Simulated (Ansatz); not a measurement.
Set up this calculation in Ansatz 0.2.0, as an ASE script.

| Item | Value |
| --- | --- |
| Task | projected density of states |
| Functional | RPBE |
| Dispersion | D3(BJ) |
| Potentials or basis | Ansatz PAW |
| Cutoff | 420 eV |
| Density cutoff | 1680 eV |
| k mesh | 5 × 5 × 5 |
| Occupations | gaussian, width 0.02 eV |
| Spin | no spin polarisation |
| Driver | chain |

The structure of Sn lies in Sn.cif:

```cif
data_Sn
_cell_length_a 4.57263724
_cell_length_b 4.57263724
_cell_length_c 4.57263724
_cell_angle_alpha 60.00000000
_cell_angle_beta 60.00000000
_cell_angle_gamma 60.00000000
_space_group_name_H-M_alt 'P1'
_space_group_name_Hall 'P 1'
_space_group_IT_number 1
loop_
_space_group_symop_operation_xyz
'x,y,z'
loop_
_atom_site_label
_atom_site_type_symbol
_atom_site_symmetry_multiplicity
_atom_site_Wyckoff_symbol
_atom_site_fract_x
_atom_site_fract_y
_atom_site_fract_z
_atom_site_occupancy
Sn1 Sn 1 a 0.7500000000 0.7500000000 0.7500000000 1
Sn2 Sn 1 a 0.5000000000 0.5000000000 0.5000000000 1
```

This isn't the form of Sn at room conditions, which is tetragonal (white tin).

The input as run:

run.py

```python
import json

import ase.io
import numpy as np

import ansatz as az

atoms = ase.io.read("Sn.cif")
atoms.info.pop("occupancy", None)

calculation = (
    az.Crystal.from_ase(atoms)
    .calculation()
    .kpoints(5, 5, 5)
    .functional("rpbe", dispersion="d3bj")
    .pseudopotentials(kind="paw")
    .scf(extra_bands=6)
    .occupations(method="gaussian", width=0.02)
    .eigensolver(kind="davidson")
    .density_of_states(energy_step=0.05, projected=True)
    .forces()
    .stress()
    .band_table(publish=True)
)
outcome = calculation.run(threads=2, events_out="events.jsonl")

report = outcome.report
for line in open("events.jsonl"):
    event = json.loads(line)
    if event["event"] == "scf_iter":
        d = event["data"]
        print(f"SCF {d['iter']:3d}  HF = {d['harris_foulkes_ev']:.6f} eV  dr2 = {d['dr2_ev']:.2e} eV")
    elif event["event"] in ("relax_step", "md_step"):
        d = event["data"]
        print(f"{event['event']} {d['step']:3d}  E = {d['lagrangian_ev']:.6f} eV")
np.set_printoptions(precision=5, suppress=True, linewidth=110)
print("converged:", report["converged"], "after", report["n_iterations"], "iterations")
print(f"free energy {report['free_energy_ev']:.6f} eV, Fermi level {report['fermi_energy_ev']:.4f} eV")
for key in ("band_edges_ev", "magnetization_mub", "site_moments_mub", "site_moments_nc_mub", "forces_ev_ang",
                "stress_gpa"):
    if report.get(key) is not None:
        print(key, np.array(report[key]), sep="\n")
```

Potentials or basis: Ansatz PAW.

The run is started by

```console
$ python run.py
```

It gave:

```yaml
Pressure: -2.8 GPa
Band_gap_on_the_k_mesh: none (metal or under the smearing width)
Density_of_states_at_the_Fermi_level: 0.00 states/eV per cell
```

Caveat: the potentials were made for another functional, which shifts forces and pressure; pairwise dispersion overbinds metals, which lowers pressure and volume.

Run time: 1.4 s on 2 threads of Arm Neoverse V2, on a shared host, peak memory 0.41 GiB.
